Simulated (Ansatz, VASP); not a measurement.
InAs2 in VASP and in Ansatz

```xyz
3
Lattice="5.2628 0.0000 0.0000 -2.6314 4.5577 0.0000 0.0000 0.0000 2.8002" Properties=species:S:1:pos:R:3 pbc="T T T"
In    0.0000    0.0000    1.4001
As    0.0000    3.0385    1.4001
As    2.6314    1.5192    1.4001
```

Alike in both runs: functional PBE; k mesh 12 × 12 × 16; occupations gaussian, width 0.1 eV; no spin polarisation.

Ansatz relaxed the structure, and its values are those at the end. VASP's run is a single point on that final structure, the one shown.

```csv
,VASP,Ansatz
version,VASP 6.6.1,Ansatz 0.2.0
potentials or method,"VASP PAW PBE potentials, release 64 (In_d, As)","scalar-relativistic, plane waves, PAW"
plane-wave cutoff (eV),520,420
valence electrons in the cell,23,43
```

|  | VASP | Ansatz | Ansatz less VASP |
| --- | --- | --- | --- |
| gap on the k mesh at the Fermi level (eV) | none | none | - |
| pressure (GPa) | 0.0 | 0.0 | -0.02 |

A gap of «none» marks a metal or a gap that the smearing closes. The two sets of potentials don't hold the same shells in valence.
